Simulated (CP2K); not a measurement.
Wanted: the native input for a CP2K 2026.2 run.

| Quantity | Value |
| --- | --- |
| Task | single point |
| Functional | PBE |
| Potentials or basis | POTENTIAL_UZH W GTH-PBE-q14; TZVP-MOLOPT-PBE-GTH basis |
| Density cutoff | 6123 eV |
| k mesh | 11 × 11 × 11 |
| Occupations | gaussian, width 0.02 eV |
| Spin | no spin polarisation |
| SCF solver | diagonalisation with k points |
| Quickstep method | GPW |
| EPS_DEFAULT | 1.0E-10 |
| EPS_SCF | 1.0E-6 |
| MAX_SCF | 100 |
| SCF_GUESS | ATOMIC |
| k points reduced by the point group | yes |
| Mesh centred on Gamma | yes |
| CHOLESKY | OFF |
| EPS_EIGVAL | 1.0E-7 |
| MIXING METHOD | BROYDEN_MIXING |
| MIXING ALPHA | 0.4 |
| NBUFFER | 8 |
| NGRIDS | 5 |
| Basis sets | W TZVP-MOLOPT-PBE-GTH-q14 |
| Potentials | W GTH-PBE-q14 of POTENTIAL_UZH |
| ADDED_MOS | [11] |
| REL_CUTOFF (Ry) | 60 Ry |
| MIXING BETA (1/bohr) | 1.5 1/bohr |
| CUTOFF of the grids | 450 Ry |

Crystal: W.

```
W
1.0
     2.87085    0.00000    0.00000
     1.43543    2.48623    0.00000
     1.43543    0.82874    2.34404
W
1
Direct
  0.00000 0.00000 0.00000
```

This isn't the form of W at room conditions, which is bcc.

One way to write it, as run:

w_scf.inp

```
&GLOBAL
  PROJECT w_scf
  RUN_TYPE ENERGY_FORCE
  PRINT_LEVEL LOW
&END GLOBAL
&FORCE_EVAL
  METHOD QS
  STRESS_TENSOR ANALYTICAL
  &DFT
    BASIS_SET_FILE_NAME BASIS_MOLOPT_UZH
    POTENTIAL_FILE_NAME POTENTIAL_UZH
    &MGRID
      CUTOFF 450
      REL_CUTOFF 60
      NGRIDS 5
    &END MGRID
    &QS
      METHOD GPW
      EPS_DEFAULT 1.0E-10
    &END QS
    &KPOINTS
      SCHEME MONKHORST-PACK 11 11 11
      GAMMA_CENTERED T
      SYMMETRY T
      SYMMETRY_BACKEND SPGLIB
    &END KPOINTS
    &SCF
      SCF_GUESS ATOMIC
      EPS_SCF 1.0E-6
      MAX_SCF 100
      ADDED_MOS 11
      CHOLESKY OFF
      EPS_EIGVAL 1.0E-7
      &DIAGONALIZATION ON
        ALGORITHM STANDARD
      &END DIAGONALIZATION
      &MIXING ON
        METHOD BROYDEN_MIXING
        ALPHA 0.4
        BETA 1.5
        NBUFFER 8
      &END MIXING
      &SMEAR ON
        METHOD GAUSSIAN
        SIGMA [eV] 0.02
      &END SMEAR
    &END SCF
    &XC
      &XC_FUNCTIONAL
        &GGA_X_PBE
        &END GGA_X_PBE
        &GGA_C_PBE
        &END GGA_C_PBE
      &END XC_FUNCTIONAL
    &END XC
    &PRINT
      &KPOINTS ON
      &END KPOINTS
      &MULLIKEN ON
      &END MULLIKEN
      &MO ON
        ENERGIES T
        OCCUPATION_NUMBERS T
        &EACH
          QS_SCF 0
        &END EACH
        ADD_LAST NUMERIC
      &END MO
    &END PRINT
  &END DFT
  &SUBSYS
    &CELL
      A 2.8708535316 0.0000000000 0.0000000000
      B 1.4354267658 2.4862320889 0.0000000000
      C 1.4354267658 0.8287440296 2.3440420929
      PERIODIC XYZ
    &END CELL
    &COORD
      W   0.0000000000 0.0000000000 0.0000000000
    &END COORD
    &KIND W
      BASIS_SET TZVP-MOLOPT-PBE-GTH-q14
      POTENTIAL GTH-PBE-q14
    &END KIND
    &PRINT
      &ATOMIC_COORDINATES ON
      &END ATOMIC_COORDINATES
      &CELL ON
      &END CELL
    &END PRINT
  &END SUBSYS
  &PRINT
    &FORCES ON
    &END FORCES
    &STRESS_TENSOR ON
    &END STRESS_TENSOR
  &END PRINT
&END FORCE_EVAL
```

Potentials or basis: POTENTIAL_UZH W GTH-PBE-q14; TZVP-MOLOPT-PBE-GTH basis.

Launch:

```bash
$ OMP_NUM_THREADS=1 cp2k.psmp -i w_scf.inp -o w_scf.out
```

It gave:

- Pressure: -6.8 GPa
- Band gap on the k mesh: none (metal or under the smearing width)

Caveat: the basis of atomic orbitals isn't converged, which shifts pressures, moduli and gaps.

Wall time 100 s on 1 thread of Arm Neoverse V2, with other jobs on the host, peak memory 0.29 GiB.
